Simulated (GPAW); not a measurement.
# AlN (honeycomb monolayer): dielectric function and energy loss

What do local fields and a kernel do to the response of AlN (honeycomb monolayer)?

Calculated with GPAW 26.7.0; LDA and many-body steps on it, plane waves.

Report form: inputs, costs, results and the conclusion, without the logs.

**1. The system as given**

The cell holds 2 atoms: 1 Al and 1 N. Its edges and angles: a = 3.092 Å, b = 3.092 Å, c = 11.400 Å, α = 90.0°, β = 90.0°, γ = 120.0°. Vacuum lies along c.

Coordinates:

```xyz
2
Lattice="3.0918 0.0000 0.0000 -1.5459 2.6776 0.0000 0.0000 0.0000 11.4000" Properties=species:S:1:pos:R:3
Al    0.0000    1.7851    5.7000
N     1.5459    0.8925    5.7000
```

The structure was relaxed with LDA. The runs that relaxed it are not among those shown.

**2. Empty states on the mesh, 18×18×1 mesh, 52 bands**

This step: GPAW 26.7.0; DFT, LDA, plane waves, PAW.

The sums over transitions need many empty states on a uniform mesh; this step solves for them.

File run.py:

```python
import json
import numpy as np
from gpaw.mpi import world
from gpaw import GPAW

calc = GPAW('gs.gpw').fixed_density(kpts={'size': (18, 18, 1), 'gamma': True},
    nbands=60,
    convergence={'bands': 52},
    txt='nscf.txt')
calc.write('full.gpw', mode='all')
res = {}
kpts = calc.get_ibz_k_points()
res['kpts'] = kpts
res['eigenvalues'] = [calc.get_eigenvalues(kpt=k) for k in range(len(kpts))]
res['n_electrons'] = calc.get_number_of_electrons()

if world.rank == 0:
    with open('result.json', 'w') as f:
        json.dump(res, f, default=lambda x: x.tolist())
```

Run with:

```bash
> mpirun -n 16 gpaw python run.py
```

The job ended after 14 s (16 MPI ranks of Arm Neoverse V2, shared host; peak memory 2.6 GiB).

This step gave:

```yaml
gap: 3.003 eV
k_of_the_valence_top: 0.3333, 0.3333, 0
k_of_the_conduction_bottom: 0, 0, 0
least_direct_gap: 3.697 eV
k_points_computed: 37
lowest_point_of_the_top_converged_band_above_the_valence_top: 33.25 eV
```

On this mesh the gap is 3.003 eV.

**3. RPA response**

The response function is computed on a frequency grid, with local fields up to the given cutoff.

This step: linear response, RPA, on LDA, plane waves, PAW.

File run.py:

```python
import json
import numpy as np
from gpaw.mpi import world
from gpaw.response.df import DielectricFunction

df = DielectricFunction('full.gpw',
    ecut=50,
    nbands=52,
    eta=0.2,
    frequencies={'type': 'nonlinear', 'domega0': 0.05, 'omega2': 10.0},
    intraband=False,
    truncation='2D',
    txt='df.txt')
res = {'optical': {}, 'eels': []}
for d in 'x':
    y0, y = df.get_polarizability(direction=d, xc='RPA', filename=None)
    res['optical'][d] = [y0.real, y0.imag, y.real, y.imag]
res['w'] = df.get_frequencies()
for q_c in [[0.0555555556, 0, 0], [0.2222222222, 0, 0], [0.5, 0, 0], [0.7777777778, 0, 0], [1.2222222222, 0, 0]]:
    res['eels'].append(df.get_eels_spectrum(q_c=q_c, xc='RPA', filename=None))

if world.rank == 0:
    with open('result.json', 'w') as f:
        json.dump(res, f, default=lambda x: x.tolist())
```

Run with:

```bash
> mpirun -n 16 gpaw python run.py
```

Run time: 14 s. Hardware: 16 MPI ranks; peak memory 4.8 GiB; 3 min of CPU time.

Numbers from this step:

- static polarisability of the sheet (Å): 0.8431
- the same without local fields: 0.9221

The static value is 0.84.

The Im polarisability of the sheet has structure finer than the step of the table below, so its rows give means over 1 eV. Peaks (eV: height): xx, no local fields 6.0: 2.70, 10.2: 1.49; xx, local fields 6.0: 2.18, 10.2: 1.22.

RPA, broadening 0.2 eV. Table of Im polarisability of the sheet by photon energy; means over each step:

| photon energy (eV) | xx, no local fields (Å) | xx, local fields (Å) |
| --- | --- | --- |
| 1 | 0.00875 | 0.00805 |
| 2 | 0.0224 | 0.0209 |
| 3 | 0.0743 | 0.0722 |
| 4 | 0.397 | 0.408 |
| 5 | 0.640 | 0.566 |
| 6 | 2.09 | 1.73 |
| 7 | 1.17 | 1.17 |
| 8 | 0.918 | 0.891 |
| 9 | 0.842 | 0.747 |
| 10 | 1.28 | 1.05 |
| 11 | 0.907 | 0.766 |
| 12 | 0.707 | 0.595 |
| 13 | 0.699 | 0.681 |
| 14 | 0.408 | 0.433 |
| 15 | 0.321 | 0.337 |
| 16 | 0.227 | 0.265 |
| 17 | 0.167 | 0.190 |
| 18 | 0.126 | 0.144 |
| 19 | 0.0999 | 0.113 |
| 20 | 0.0781 | 0.0878 |
| 21 | 0.0776 | 0.0794 |
| 22 | 0.0659 | 0.0652 |
| 23 | 0.0548 | 0.0537 |
| 24 | 0.0532 | 0.0483 |
| 25 | 0.0486 | 0.0408 |
| 26 | 0.0599 | 0.0472 |
| 27 | 0.0591 | 0.0482 |
| 28 | 0.0670 | 0.0502 |
| 29 | 0.0640 | 0.0457 |
| 30 | 0.0762 | 0.0496 |
| 31 | 0.0650 | 0.0617 |
| 32 | 0.0459 | 0.0694 |
| 33 | 0.0312 | 0.0538 |
| 34 | 0.0354 | 0.0486 |
| 35 | 0.0322 | 0.0604 |
| 36 | 0.0300 | 0.0520 |
| 37 | 0.0273 | 0.0573 |
| 38 | 0.0236 | 0.0514 |
| 39 | 0.0214 | 0.0536 |

**4. RPA response, fewer bands (18×18×1 mesh, 6 bands, screening to 50 eV, broadening 0.2 eV)**

Edit run.py of step 3 so:

```diff
@@ -7,3 +7,3 @@
     ecut=50,
-    nbands=52,
+    nbands=6,
     eta=0.2,
@@ -18,3 +18,3 @@
 res['w'] = df.get_frequencies()
-for q_c in [[0.0555555556, 0, 0], [0.2222222222, 0, 0], [0.5, 0, 0], [0.7777777778, 0, 0], [1.2222222222, 0, 0]]:
+for q_c in []:
     res['eels'].append(df.get_eels_spectrum(q_c=q_c, xc='RPA', filename=None))
```

Run with:

```bash
> mpirun -n 16 gpaw python run.py
```

The job ended after 2.9 s (16 MPI ranks; peak memory 2.9 GiB; 43 s of CPU time).

Read from the output:

- static polarisability of the sheet (Å): 0.5553
- the same without local fields: 0.5736

**5. RPA response, scissors (18×18×1 mesh, 52 bands, screening to 50 eV, broadening 0.2 eV)**

Edit run.py of step 4 so:

```diff
@@ -7,3 +7,3 @@
     ecut=50,
-    nbands=6,
+    nbands=52,
     eta=0.2,
@@ -12,2 +12,3 @@
     truncation='2D',
+    eshift=1.5,
     txt='df.txt')
```

Run with:

```bash
> mpirun -n 16 gpaw python run.py
```

It took 3.7 s on 16 MPI ranks; peak memory 3.1 GiB; 57 s of CPU time.

Read from the output:

| Property | Result |
| --- | --- |
| static polarisability of the sheet (Å) | 0.7049 |
| the same without local fields | 0.7667 |

The static value is 0.70.

The Im polarisability of the sheet has structure finer than the step of the table below, so its rows give means over 1 eV. Peaks (eV: height): xx, no local fields 7.4: 2.72, 11.6: 1.46; xx, local fields 7.6: 2.14, 11.8: 1.19.

RPA, broadening 0.2 eV. Table of Im polarisability of the sheet by photon energy; means over each step:

| photon energy (eV) | xx, no local fields (Å) | xx, local fields (Å) |
| --- | --- | --- |
| 1 | 0.00430 | 0.00393 |
| 2 | 0.00968 | 0.00887 |
| 3 | 0.0183 | 0.0169 |
| 4 | 0.0390 | 0.0368 |
| 5 | 0.222 | 0.224 |
| 6 | 0.468 | 0.474 |
| 7 | 1.48 | 1.14 |
| 8 | 1.64 | 1.56 |
| 9 | 1.07 | 1.06 |
| 10 | 0.767 | 0.715 |
| 11 | 1.06 | 0.899 |
| 12 | 1.19 | 1.01 |
| 13 | 0.734 | 0.624 |
| 14 | 0.763 | 0.674 |
| 15 | 0.531 | 0.565 |
| 16 | 0.349 | 0.361 |
| 17 | 0.283 | 0.321 |
| 18 | 0.189 | 0.220 |
| 19 | 0.149 | 0.172 |
| 20 | 0.108 | 0.123 |
| 21 | 0.0893 | 0.103 |
| 22 | 0.0773 | 0.0835 |
| 23 | 0.0721 | 0.0727 |
| 24 | 0.0592 | 0.0588 |
| 25 | 0.0547 | 0.0525 |
| 26 | 0.0496 | 0.0434 |
| 27 | 0.0506 | 0.0413 |
| 28 | 0.0643 | 0.0527 |
| 29 | 0.0619 | 0.0472 |
| 30 | 0.0639 | 0.0497 |
| 31 | 0.0710 | 0.0467 |
| 32 | 0.0729 | 0.0572 |
| 33 | 0.0569 | 0.0672 |
| 34 | 0.0357 | 0.0652 |
| 35 | 0.0323 | 0.0487 |
| 36 | 0.0365 | 0.0570 |
| 37 | 0.0288 | 0.0559 |
| 38 | 0.0302 | 0.0563 |
| 39 | 0.0242 | 0.0548 |

**6. RPA response, q off the mesh (18×18×1 mesh, 52 bands, screening to 30 eV, broadening 0.2 eV)**

Edit run.py of step 5 so:

```diff
@@ -6,3 +6,3 @@
 df = DielectricFunction('full.gpw',
-    ecut=50,
+    ecut=30,
     nbands=52,
@@ -12,3 +12,2 @@
     truncation='2D',
-    eshift=1.5,
     txt='df.txt')
@@ -19,3 +18,3 @@
 res['w'] = df.get_frequencies()
-for q_c in []:
+for q_c in [[0.137, 0, 0]]:
     res['eels'].append(df.get_eels_spectrum(q_c=q_c, xc='RPA', filename=None))
```

Run with:

```bash
> mpirun -n 16 gpaw python run.py
```

The job ended after 13 s (16 MPI ranks; peak memory 4.1 GiB; 47 s of CPU time).

The run stopped with an error after 13 s.

The program's words: ValueError: Requested k-point is not on the grid. Please check that your q-points of interest are commensurate with the k-point grid.

The fault put into this input: q off the mesh.

**7. The runs together**

Times are wall times on 16 MPI ranks of Arm Neoverse V2, shared host, good to a factor of about two.

| run | static polarisability (Å) | without local fields | loss peak (eV) | time |
| --- | --- | --- | --- | --- |
| RPA response | 0.84 | 0.92 | - | 14 s |
| RPA response, fewer bands (18×18×1 mesh, 6 bands, screening to 50 eV, broadening 0.2 eV) | 0.56 | 0.57 | - | 2.9 s |
| RPA response, scissors (18×18×1 mesh, 52 bands, screening to 50 eV, broadening 0.2 eV) | 0.70 | 0.77 | - | 3.7 s |

**8. Results**

| Item | Value |
| --- | --- |
| RPA response | static polarisability (Å) 0.84 |
| RPA response, fewer bands (18×18×1 mesh, 6 bands, screening to 50 eV, broadening 0.2 eV) | static polarisability (Å) 0.56 |
| RPA response, scissors (18×18×1 mesh, 52 bands, screening to 50 eV, broadening 0.2 eV) | static polarisability (Å) 0.70 |

What this shows: In the optical limit the electronic static polarisability (Å) is 0.84, against 0.92 without local fields. RPA response, fewer bands (18×18×1 mesh, 6 bands, screening to 50 eV, broadening 0.2 eV): static polarisability (Å) = 0.56. RPA response, scissors (18×18×1 mesh, 52 bands, screening to 50 eV, broadening 0.2 eV): static polarisability (Å) = 0.70. ε(0) converges slowly with a Γ-centred mesh, and this one is not shown settled. Unless a shift is named, the levels are those of the density functional, and only a kernel with a long-range part can bind an exciton.

[Long decimals in the printed logs are rounded to 6 places.]

[Logs are printed without paths, hosts, clocks, repeated set-up lines and the standing remarks that a program may print on its own settings, such as how far it seeks lower states.]

[Paths, hosts, dates, memory and timing lines, banners, echoed tables and standing remarks are left out of the program output; an Ansatz launch command may be rebuilt from the run's recorded settings. Measured values are a selection of at most five: reports struck by readers or far from the other reports are left out. None is set beside runs whose start may be inverted or whose files or cutoffs have a known fault.]

[Runs of the session that timed out or met a known fault of the program may be left out.]

[Hosts, paths, dates, database ids (printed as entryN), source tags and the programs' standing remarks are cut or masked in the printed files.]

[Where the starting crystal was built by hand or by swapping elements, it need not be the compound's stable phase.]
